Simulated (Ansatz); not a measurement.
# CsPbCl3 (Pm-3m): following an unstable mode

Wanted: the energy along a soft mode of CsPbCl3 (Pm-3m) and the structure at the end.

Program: Ansatz 0.2.0. Level of theory: DFT PBEsol, scalar-relativistic, plane waves, PAW; PAW set soft_1. Results are calculated unless marked as measured.

**1. The structure**

Symmetry: Pm-3m, No. 221, cubic system. The conventional cell has a = 5.619 Å, b = 5.619 Å, c = 5.619 Å, α = 90.00°, β = 90.00°, γ = 90.00°. Cs has 12 Cl at 3.97 Å nearest. Nearest to Pb lie 6 Cl at 2.81 Å. Nearest to Cl lie 2 Pb at 2.81 Å and 4 Cs at 3.97 Å. Farther neighbours and most contacts between anions are not listed.

Coordinates:

```cif
data_structure
_symmetry_space_group_name_H-M 'Pm-3m'
_symmetry_Int_Tables_number 221
_cell_length_a 5.6187
_cell_length_b 5.6187
_cell_length_c 5.6187
_cell_angle_alpha 90.000
_cell_angle_beta 90.000
_cell_angle_gamma 90.000
_cell_volume 177.38
loop_
_atom_site_label
_atom_site_type_symbol
_atom_site_symmetry_multiplicity
_atom_site_Wyckoff_symbol
_atom_site_fract_x
_atom_site_fract_y
_atom_site_fract_z
_atom_site_occupancy
Cs1 Cs 1 a 0.00000 0.00000 0.00000 1
Pb1 Pb 1 b 0.50000 0.50000 0.50000 1
Cl1 Cl 3 c 0.50000 0.50000 0.00000 1
```

**2. Response at finite wavevector**

The cell comes from relaxations at this level that are not shown. Stability and thermal properties need the whole zone. Linear response on a 2×2×2 q mesh gives force constants as far as a supercell of that size would, and the tensors from the zone-centre run are typed in so that the long-range dipole term is interpolated apart.

input.yaml reads:

```yaml
crystal:
  lattice:
    - [5.6186639858, 0.0, 0.0]
    - [0.0, 5.6186639858, 0.0]
    - [0.0, 0.0, 5.6186639858]
  atoms:
    - { symbol: Cs, position: [0.0, 0.0, 0.0] }
    - { symbol: Pb, position: [0.5, 0.5, 0.5] }
    - { symbol: Cl, position: [0.5, 0.5, 0.0] }
    - { symbol: Cl, position: [0.0, 0.5, 0.5] }
    - { symbol: Cl, position: [0.5, 0.0, 0.5] }
kpoints:
  mp_grid: { grid: [8, 8, 8] }
hamiltonian:
  xc: pbesol
  pseudopotentials: { kind: paw, azcp: { folder: soft_1 }, xc_functional: pbe }
scf:
  occupations: { method: fixed }
output:
  eigenvalues: true
phonons:
  method: dfpt
  qmesh: [2, 2, 2]
  temperatures: { t_max: 1000, t_step: 50 }
  qpath:
    path:
      - [[0.0, 0.0, 0.0], [0.0, 0.5, 0.0], [0.5, 0.5, 0.0], [0.0, 0.0, 0.0], [0.5, 0.5, 0.5], [0.0, 0.5, 0.0]]
      - [[0.5, 0.5, 0.5], [0.5, 0.5, 0.0]]
    npoints: 10
  non_analytic_term:
    high_frequency_dielectric_tensor: [[4.0422, 0.0, 0.0], [0.0, 4.0422, 0.0], [0.0, 0.0, 4.0422]]
    born_effective_charges:
      - { species: Cs, tensor: [[1.3223, 0.0, 0.0], [0.0, 1.3223, 0.0], [0.0, 0.0, 1.3223]] }
      - { species: Pb, tensor: [[3.9503, 0.0, 0.0], [0.0, 3.9503, 0.0], [0.0, 0.0, 3.9503]] }
      - { species: Cl, tensor: [[-0.724, 0.0, 0.0], [0.0, -0.724, 0.0], [0.0, 0.0, -3.8247]] }
      - { species: Cl, tensor: [[-3.8247, 0.0, 0.0], [0.0, -0.724, 0.0], [0.0, 0.0, -0.724]] }
      - { species: Cl, tensor: [[-0.724, 0.0, 0.0], [0.0, -3.8247, 0.0], [0.0, 0.0, -0.724]] }
    source: "zone-centre run at this cell"
```

Run with:

```
> ansatz run input.yaml --threads 4 --pin off --max-ram 10240MiB --backend cpu --events-out ev --progress --plain --runs-dir out
```

Numbers of over 12 decimals in the logs are rounded to 6 here.

The program printed:

```text
Engine: ansatz 0.2.0, aarch64-unknown-linux-gnu
Pseudopotentials: kind: paw
Pseudopotential: Cs, paw, valence charge 9, recommended cutoff 420 eV (normal), soft_1/Cs.paw.azcp
Pseudopotential: Pb, paw, valence charge 14, recommended cutoff 420 eV (normal), soft_1/Pb.paw.azcp
Pseudopotential: Cl, paw, valence charge 7, recommended cutoff 420 eV (normal), soft_1/Cl.paw.azcp
Functional definition: PBEsol
  exchange = pbesol_x
  correlation = pbesol_c
Crystal: 5 atoms, lattice volume = 177.378 Å³
Basis set: ecut = 420 eV, 3431 PW (Γ), exchange–correlation on 80×80×80 points (8 copies of the dense FFT grid, shifted against one another)
Bands: 27, of which v1, the nominal top of the filled ones, is band 22 counted from 1 (21 counted from 0)
Symmetry: 48 space group operations
k-points: 35 of 512
Non-local potential: Cs, projectors of the file, l = 0: 3, l = 1: 2, l = 2: 2, l = 3: 2
Non-local potential: Pb, projectors of the file, l = 0: 2, l = 1: 2, l = 2: 2, l = 3: 1
Non-local potential: Cl, projectors of the file, l = 0: 2, l = 1: 2, l = 2: 1
PAW form: soft (Blöchl's): semilocal exchange-correlation on the pseudo side does not see the compensation charge
PAW frozen core: Cs, regenerated for the run's functional, and the local potential with it (the file was generated under x = pbe(κ = 0.804, μ = 0.219515), c = pbe(β = 0.066725))
PAW frozen core: Pb, regenerated for the run's functional, and the local potential with it (the file was generated under x = pbe(κ = 0.804, μ = 0.219515), c = pbe(β = 0.066725))
PAW frozen core: Cl, regenerated for the run's functional, and the local potential with it (the file was generated under x = pbe(κ = 0.804, μ = 0.219515), c = pbe(β = 0.066725))
PAW one-centre angular grid: Cs, 194 points (default); XC on 64 Gauss nodes
PAW one-centre angular grid: Pb, 590 points (default); XC on 64 Gauss nodes
PAW one-centre angular grid: Cl, 110 points (default); XC on 64 Gauss nodes
Initial density: superposition of atomic densities (chi_scale 0.1, normalization cell, long waves kept (reshape's long-wave potential 0.01 eV rms))
Initial wavefunctions: pseudopotential atomic-orbital guess
Functional: x = pbesol(κ = 0.804, μ = 0.123457), c = pbesol(β = 0.046)
SCF iter   1: F=—  HF=-20534.057203 eV  |F-HF|=—  |Δ(HF+E_count)|=         —  Δρ=2.39e-2  dr2=2.20e0  ethr=3.10e-3  ⟨swp⟩=5.0  Hψ=3979  notcnv=0  defer=61
preconditioner: auto → Resta (q_TF=auto, 2.163 Å⁻¹)  ε∞=3.0  [insulator: Δε(μ)=1.496 eV  Ē_g=12.630 eV  n_scr=26 (ndim 8)  ℏωp=18.1 eV  f_vac=0.014  ε∞_Penn≈3.0]
SCF iter   2: F=—  HF=-20533.316899 eV  |F-HF|=—  |Δ(HF+E_count)|=   7.40e-1  Δρ=1.08e-2  dr2=6.67e-1  ethr=3.10e-3  ⟨swp⟩=3.6  Hψ=2168  notcnv=0  defer=73
SCF iter   3: F=—  HF=-20532.999054 eV  |F-HF|=—  |Δ(HF+E_count)|=   3.18e-1  Δρ=3.19e-3  dr2=5.25e-2  ethr=1.52e-3  ⟨swp⟩=3.7  Hψ=2169  notcnv=0  defer=94
SCF iter   4: F=—  HF=-20532.980824 eV  |F-HF|=—  |Δ(HF+E_count)|=   1.82e-2  Δρ=1.16e-3  dr2=3.28e-3  ethr=1.19e-4  ⟨swp⟩=3.1  Hψ=1789  notcnv=0  defer=97
SCF iter   5: F=—  HF=-20532.982001 eV  |F-HF|=—  |Δ(HF+E_count)|=   1.18e-3  Δρ=1.95e-4  dr2=7.19e-5  ethr=7.47e-6  ⟨swp⟩=2.9  Hψ=1549  notcnv=0  defer=102
SCF iter   6: F=—  HF=-20532.982109 eV  |F-HF|=—  |Δ(HF+E_count)|=   1.08e-4  Δρ=2.57e-5  dr2=1.24e-6  ethr=1.63e-7  ⟨swp⟩=2.0  Hψ=1701  notcnv=0  defer=102
SCF iter   7: F=—  HF=-20532.982114 eV  |F-HF|=—  |Δ(HF+E_count)|=   4.79e-6  Δρ=7.02e-6  dr2=6.36e-8  ethr=2.81e-9  ⟨swp⟩=2.0  Hψ=1676  notcnv=0  defer=94
SCF iter   8: F=—  HF=-20532.982114 eV  |F-HF|=—  |Δ(HF+E_count)|=   3.22e-8  Δρ=1.34e-6  dr2=2.83e-9  ethr=1.44e-10  ⟨swp⟩=2.0  Hψ=1645  notcnv=0  defer=94
SCF iter   9: F=—  HF=-20532.982114 eV  |F-HF|=—  |Δ(HF+E_count)|=   2.23e-9  Δρ=2.31e-7  dr2=9.78e-11  ethr=6.44e-12  ⟨swp⟩=2.0  Hψ=1645  notcnv=0  defer=94
SCF iter  10: F=-20532.982114 eV  HF=-20532.982114 eV  |F-HF|=2.18e-11  |Δ(HF+E_count)|=  2.15e-10  Δρ=4.11e-8  dr2=5.09e-12  ethr=1.00e-12  ⟨swp⟩=16.3  Hψ=7225  notcnv=0
SCF 1 converged in 10 iterations: F = -20532.982114 eV  dr2 = 5.09e-12
  greatest PAW one-centre occupation: 0.982 electrons in one spin orbital (limit 2), on the Pb atom at site 1 (counted from 0), in its partial waves of l = 2
NSCF: frozen V_eff on 35 k-points
NSCF: frozen V_eff on 125 k-points
DFPT response loops at q = (0, 0, 0) (fractional): preconditioner auto → Resta (q_TF=auto, 2.163 Å⁻¹)  ε∞=5.7 (no band partly filled); β = 1.00, the filter's whole step (`scf.mixing.beta` (0.50) is not read by the response loops at its default; to damp them type it under 1.00, their step now; it binds the ground state too); Broyden in place of MSR1
NSCF: frozen V_eff on 250 k-points
DFPT response loops at q = (0, 0, -0.5) (fractional): mixed as the last ones told, above
NSCF: frozen V_eff on 250 k-points
DFPT response loops at q = (0, -0.5, -0.5) (fractional): mixed as the last ones told, above
NSCF: frozen V_eff on 250 k-points
DFPT response loops at q = (-0.5, -0.5, -0.5) (fractional): mixed as the last ones told, above
SCF converged after 10 iterations
Free energy (F): -20532.982114 eV
Harris-Foulkes:  -20532.982114 eV  (|F-HF|=2.18e-11)
Internal energy: -20532.982114 eV  (E = F + TS)
E sigma→0 (E₀):  -20532.982114 eV
Fermi energy:    3.940031 eV
--- Per-component energies (eV) ---
  E_band       = -238.666030
  E_kinetic    = 892.666674
  E_local      = -2617.065289  (includes V_loc(G=0)·N_el)
  E_nonlocal   = 426.043212
  E_hartree    = 983.312846
  E_xc         = -702.547704
  E_vxc        = -624.674680  (∫ρ·V_xc dr)
  E_paw        = -17141.422897  (= ΣΔE_a)
  E_vpaw       = -282.261933  (= ΣTr[D̂ρ^β])
  E_aug_tail   = 0.000328  (compensation charges beyond the density's cutoff)
  E_ewald      = -2374.410915
  E_core_change = 0.441631  (= ΣΔE_core)
  E_smearing   = -0.000000  (= −TS)
  E_closure    = -0.000000  (closes the sum)
  Σ components = -20532.982114   (vs F -20532.982114, Δ=0.00e0)
--- Band table (eV; the first three rows and the last of 35) ---
  k-point 0: bands = [... 18 lower, 1.3639, 1.4693, 1.4693, 1.4693, 7.1920, 8.2004, 8.2004, 9.0863, ... 1 higher]
  k-point 1: bands = [... 18 lower, 1.3491, 1.4532, 1.4532, 1.4672, 7.3422, 8.3044, 8.3127, 9.1335, ... 1 higher]
  k-point 2: bands = [... 18 lower, 1.3131, 1.4144, 1.4144, 1.5540, 7.6987, 8.5055, 8.6085, 8.7305, ... 1 higher]
  k-point 34: bands = [... 18 lower, 1.7941, 1.7941, 1.7941, 3.9400, 5.7837, 5.7837, 5.7837, 8.9584, ... 1 higher]
--- Phonons (Γ-DFPT): 4 representative perturbations + reference (Σ response iterations 14) ---
  ASR residual: 1.105e-4 → 0.000e0 eV/Å²; symmetrization residual: 3.434e-5 eV/Å²
  ASR residual per site (eV/Å²): 1.32e-5 2.26e-5 1.11e-4 1.11e-4 1.11e-4
  Γ frequencies (cm⁻¹): -21.58 -21.58 -21.58 0.00 0.00 0.00 20.40 20.40 20.40 51.83 51.83 51.83 136.03 136.03 136.03
--- Phonons (arbitrary-q DFPT): 4 irreducible q on the 2×2×2 mesh ---
  q = [0.0000, 0.0000, 0.0000] (star 1, of the zone-centre solve; hermiticity 2.80e-5, symmetrization 8.85e-12): -21.58 -21.58 -21.58 -0.00 -0.00 0.00 20.40 20.40 20.40 51.83 51.83 51.83 136.03 136.03 136.03
  q = [0.0000, 0.0000, -0.5000] (star 3, 9 solved perturbations in 975 linear systems a pass and spin channel, the states on 125 of 512 k-point pairs; hermiticity 5.40e-6, symmetrization 3.35e-12): -13.36 -13.36 10.54 10.54 35.26 38.59 42.97 42.97 43.88 43.88 52.08 110.89 136.23 136.23 247.99
  q = [0.0000, -0.5000, -0.5000] (star 3, 9 solved perturbations in 975 linear systems a pass and spin channel, the states on 125 of 512 k-point pairs; hermiticity 6.12e-6, symmetrization 4.21e-13): -47.48 -20.61 -20.61 7.79 34.70 41.37 41.37 45.26 45.26 87.55 102.60 102.60 136.32 220.69 256.76
  q = [-0.5000, -0.5000, -0.5000] (star 1, 4 solved perturbations in 350 linear systems a pass and spin channel, the states on 125 of 512 k-point pairs; hermiticity 7.18e-7, symmetrization 9.74e-12): -47.93 -47.93 -47.93 -11.77 -11.77 -11.77 80.88 80.88 80.88 98.46 98.46 98.46 220.41 220.41 262.75
  sum rule: each row above includes the acoustic sum rule's correction from the zone centre's row sums; it moved no ω² by more than (0.92 cm⁻¹)²
  mesh force constants: q→R imaginary residual 6.58e-18; ASR residual 1.105e-4 → 0.000e0 eV/Å²; symmetrization residual 6.217e-15 eV/Å²
  interpolated dispersion: 63 rows × 15 modes
  density of states and harmonic sums: on the 12×12×12 q-mesh, interpolated from the force constants of a 2×2×2 supercell (with the dipole–dipole term of supplied tensors)
  largest difference from the sums on the solved wave vectors: F 4.76e-2 eV, S 5.10e-5 and C_V 1.74e-5 eV/K
  zero-point energy: 0.064367 eV/cell   skipped modes (ω ≤ 0): 291, of them read as no rigid motion or as one in doubt: 288 (3.414e0 modes/cell left out, lowest -47.93 cm⁻¹)   left out of the sums: 2.28e-1 of the cell's modes: C_V's classical limit lies that fraction below 3 k_B per atom; for a crystal, a wire or a layer, F and S can be off by more, and a phonons.interpolated_qmesh denser along its periods is the remedy for the sampling
```

Run time: 6.3 min. Hardware: 4 threads of Arm Neoverse V1, shared host; peak memory 1.8 GiB.

The column dr2 measures how far the density is from self-consistency, as an energy; F and HF (Harris–Foulkes) agree once it is small.

This step gave:

```yaml
gap_on_the_k_mesh: 1.844 eV
volume_per_atom: 35.48 Å³
sum_rule_residual_before_enforcement: 1.11e-4 eV/Å²
lowest_frequency_on_the_path: -47.93 cm⁻¹
point_group: m-3m
highest_frequency_on_the_path_or_at_a_solved_wavevector: 262.8 cm⁻¹
highest_optical_mode_at_the_zone_centre_no_lo_to_term: 136.0 cm⁻¹
lowest_optical_zone_centre_mode: -21.58 cm⁻¹
lowest_mode_on_the_q_mesh_acoustic_modes_at_gamma_apart: -47.93 cm⁻¹
```

Frequencies (cm⁻¹) solved at each irreducible wavevector; negative means imaginary. Frequencies by wavevector, by row:

| q in reciprocal lattice units | star | mode 1 | mode 2 | mode 3 | mode 4 | mode 13 | mode 14 | mode 15 |
| --- | --- | --- | --- | --- | --- | --- | --- | --- |
| 0 0 0 | 1 | -21.6 | -21.6 | -21.6 | 0 | 136 | 136 | 136 |
| 0 0 -0.5 | 3 | -13.4 | -13.4 | 10.5 | 10.5 | 136.2 | 136.2 | 248 |
| 0 -0.5 -0.5 | 3 | -47.5 | -20.6 | -20.6 | 7.8 | 136.3 | 220.7 | 256.8 |
| -0.5 -0.5 -0.5 | 1 | -47.9 | -47.9 | -47.9 | -11.8 | 220.4 | 220.4 | 262.8 |

Interpolated from a 2×2×2 q mesh, with the LO-TO term (at Γ the limit along the path; where Γ stands inside the path, tables give the limit on arrival). The phonon branches at the labelled points (cm⁻¹):

```csv
point,branch 1,branch 2,branch 3,branch 4,branch 12,branch 13,branch 14,branch 15
Γ,-22,-22,0,0,56,136,136,232
halfway,-18,-18,10,10,88,136,136,239
X,-13,-13,10,10,111,136,136,248
halfway,-35,-14,-8,7,107,136,187,249
M,-48,-21,-21,8,103,136,221,257
halfway,-28,-14,-13,17,88,136,176,236
Γ,-22,-22,0,0,56,136,136,232
halfway,-29,-25,-25,9,88,178,178,235
R,-48,-48,-48,-12,98,220,220,263
halfway,-37,-33,-25,-10,105,180,193,250
X,-13,-13,10,10,111,136,136,248
jump to R,-48,-48,-48,-12,98,220,220,263
halfway,-48,-35,-35,-5,101,186,221,257
M,-48,-21,-21,8,103,136,221,257
```

Symmetry leaves 4 wavevectors to solve. The lowest mode among them, the acoustic zeros apart, lies at q = (-0.5, -0.5, -0.5) and is imaginary, 47.9i cm⁻¹, so the energy falls along it.

**3. The mode frozen in, largest atomic shift 0 Å**

The mode followed lies at q = (0, -0.5, -0.5) with frequency 47.5i cm⁻¹, one of the unstable modes though not the softest. At small amplitude the distorted cell has space group no. 127 by a symmetry search on the positions. The undistorted cell that holds it gives the zero of energy on the same k mesh.

System of this step: CsPbCl3. Symmetry: Pm-3m, No. 221, cubic system. Conventional cell: a = 5.619 Å, b = 5.619 Å, c = 5.619 Å, α = 90.00°, β = 90.00°, γ = 90.00°. Nearest to Cs lie 12 Cl at 3.97 Å. Nearest to Pb lie 6 Cl at 2.81 Å. Nearest to Cl lie 2 Pb at 2.81 Å and 4 Cs at 3.97 Å. Nearest to Cl lie 2 Pb at 2.81 Å and 4 Cs at 3.97 Å. Farther neighbours and most contacts between anions are not listed.

input.yaml reads:

```yaml
crystal:
  lattice:
    - [-5.6186639858, 0.0, 0.0]
    - [0.0, -5.6186639858, -5.6186639858]
    - [0.0, -5.6186639858, 5.6186639858]
  atoms:
    - { symbol: Cs, position: [0.0, 0.5, 0.5] }
    - { symbol: Cs, position: [0.0, 0.0, 0.0] }
    - { symbol: Pb, position: [0.5, 0.0, 0.5] }
    - { symbol: Pb, position: [0.5, 0.5, 0.0] }
    - { symbol: Cl, position: [0.5, 0.25, 0.25] }
    - { symbol: Cl, position: [0.5, 0.75, 0.75] }
    - { symbol: Cl, position: [0.0, 0.0, 0.5] }
    - { symbol: Cl, position: [0.0, 0.5, 0.0] }
    - { symbol: Cl, position: [0.5, 0.25, 0.75] }
    - { symbol: Cl, position: [0.5, 0.75, 0.25] }
kpoints:
  mp_grid: { grid: [6, 6, 6] }
hamiltonian:
  xc: pbesol
  pseudopotentials: { kind: paw, azcp: { folder: soft_1 }, xc_functional: pbe }
scf:
  occupations: { method: gaussian, width: 0.02 }
output:
  forces: true
  stress: true
  eigenvalues: true
```

The program printed:

```text
[...]
Crystal: 10 atoms, lattice volume = 354.756 Å³
Basis set: ecut = 420 eV, 6899 PW (Γ), exchange–correlation on 80×108×108 points (8 copies of the dense FFT grid, shifted against one another)
Bands: 54, of which v1, the nominal top of the filled ones, is band 44 counted from 1 (43 counted from 0)
Symmetry: 32 space group operations
[...]
k-points: 40 of 216
[...]
k-point 0: bands = [... 40 lower, 1.4695, 1.4695, 1.7838, 3.1340, 6.3763, 6.3763, 7.1920, 8.2004, ... 4 higher]
  k-point 1: bands = [... 40 lower, 1.4542, 1.4760, 1.7437, 2.8568, 6.6252, 6.6841, 7.3258, 8.2952, ... 4 higher]
  k-point 2: bands = [... 40 lower, 1.4720, 1.5074, 1.6600, 2.2644, 7.2704, 7.3631, 7.6716, 8.5160, ... 4 higher]
  k-point 39: bands = [... 40 lower, 1.7843, 1.7843, 3.1345, 3.1345, 6.3763, 6.3763, 6.3764, 6.3764, ... 4 higher]
[key lines of the parts left out:]
SCF converged after 8 iterations
Free energy (F): -41065.963339 eV
Fermi energy:    4.861734 eV
P = ⅓ Tr σ = -0.0063 GPa (-0.063 kbar)
```

Wall time 16 s (4 threads); peak memory 1.1 GiB.

This step gave:

```yaml
pressure: -0.006338 GPa
energy_from_the_undistorted_cell: 0 meV/atom
```

At this level the gap is 1.84 eV on the k-mesh of the self-consistent run, which can miss the band edges.

**4. The mode frozen in, largest atomic shift 0.6 Å**

The atoms are moved along the unstable eigenvector, the largest shift by 0.6 Å, with the cell fixed.

input.yaml, the sections that differ from step 3:

```yaml
crystal:
  lattice:
    - [-5.6186639858, 0.0, 0.0]
    - [0.0, -5.6186639858, -5.6186639858]
    - [0.0, -5.6186639858, 5.6186639858]
  atoms:
    - { symbol: Cs, position: [0.0, 0.5, 0.5] }
    - { symbol: Cs, position: [0.0, 0.0, 0.0] }
    - { symbol: Pb, position: [0.5, 0.0, 0.5] }
    - { symbol: Pb, position: [0.5, 0.5, 0.0] }
    - { symbol: Cl, position: [0.5, 0.3033934759, 0.3033934759] }
    - { symbol: Cl, position: [0.5, 0.6966065241, 0.6966065241] }
    - { symbol: Cl, position: [0.0, 0.0, 0.5] }
    - { symbol: Cl, position: [0.0, 0.5, 0.0] }
    - { symbol: Cl, position: [0.5, 0.1966065241, 0.8033934759] }
    - { symbol: Cl, position: [0.5, 0.8033934759, 0.1966065241] }
# kpoints, hamiltonian, scf, output: as in step 3
```

The program printed:

```text
[...]
Crystal: 10 atoms, lattice volume = 354.756 Å³
Basis set: ecut = 420 eV, 6899 PW (Γ), exchange–correlation on 80×108×108 points (8 copies of the dense FFT grid, shifted against one another)
Bands: 54, of which v1, the nominal top of the filled ones, is band 44 counted from 1 (43 counted from 0)
Symmetry: 16 space group operations
[...]
k-points: 40 of 216
[...]
k-point 0: bands = [... 40 lower, 1.5140, 1.5140, 1.6454, 2.7293, 6.2923, 6.2923, 7.3506, 8.2506, ... 4 higher]
  k-point 1: bands = [... 40 lower, 1.4610, 1.5143, 1.6869, 2.5321, 6.4635, 6.5284, 7.4920, 8.3449, ... 4 higher]
  k-point 2: bands = [... 40 lower, 1.4236, 1.5068, 1.7133, 2.1090, 6.9339, 7.0860, 7.8237, 8.3343, ... 4 higher]
  k-point 39: bands = [... 40 lower, 1.6660, 1.6660, 2.8512, 2.8512, 6.1432, 6.1432, 6.2232, 6.2232, ... 4 higher]
[key lines of the parts left out:]
SCF converged after 8 iterations
Free energy (F): -41066.062164 eV
Fermi energy:    4.617813 eV
P = ⅓ Tr σ = -0.4822 GPa (-4.822 kbar)
```

Elapsed: 15 s, on 4 threads; peak memory 1.1 GiB.

Numbers from this step:

```
pressure                         : -0.4822 GPa
gap on the k-mesh                : 2.181 eV
energy from the undistorted cell : -9.883 meV/atom
```

The energy, extrapolated to zero smearing, is -9.88 meV/atom against the undistorted cell.

The run ends at a pressure of -0.48 GPa, with forces up to 0.0052 eV/Å.

**5. Energy along the mode, all amplitudes (two of the runs are shown above)**

An imaginary frequency means negative curvature, so the energy should fall and then rise again as anharmonic terms take over.

Numbers from this step:

```yaml
depth_at_the_lowest_point_sampled: 9.883 meV/atom
largest_atomic_shift_at_that_point: 0.6 Å
```

The energy from the parent by largest atomic shift:

| largest atomic shift (Å) | energy from the parent (meV/atom) |
| --- | --- |
| 0.000 | 0 |
| 0.040 | -0.094 |
| 0.080 | -0.372 |
| 0.140 | -1.11 |
| 0.220 | -2.62 |
| 0.320 | -5.05 |
| 0.450 | -8.22 |
| 0.600 | -9.88 |

Displacement at unit largest shift by atom:

| atom | x (Å) | y (Å) | z (Å) | size |
| --- | --- | --- | --- | --- |
| Cs1 | 0.00 | 0.00 | 0.00 | 0.00 |
| Cs2 | 0.00 | 0.00 | 0.00 | 0.00 |
| Pb3 | 0.00 | 0.00 | 0.00 | 0.00 |
| Pb4 | 0.00 | 0.00 | 0.00 | 0.00 |
| Cl5 | 0.00 | -1.00 | 0.00 | 1.00 |
| Cl6 | 0.00 | 1.00 | 0.00 | 1.00 |
| Cl7 | 0.00 | 0.00 | 0.00 | 0.00 |
| Cl8 | 0.00 | 0.00 | 0.00 | 0.00 |
| Cl9 | 0.00 | 0.00 | 1.00 | 1.00 |
| Cl10 | 0.00 | 0.00 | -1.00 | 1.00 |

The lowest of the steps tried is the last one, at 0.6 Å, 9.88 meV/atom below the parent; the bottom of the well need not coincide with a step.

(Part 1 of 2 ends here.)

[Logs are printed without paths, hosts, clocks, repeated set-up lines and the standing remarks that a program may print on its own settings, such as how far it seeks lower states.]

[Hosts, paths, dates, database ids (printed as entryN), source tags and the programs' standing remarks are cut or masked in the printed files.]
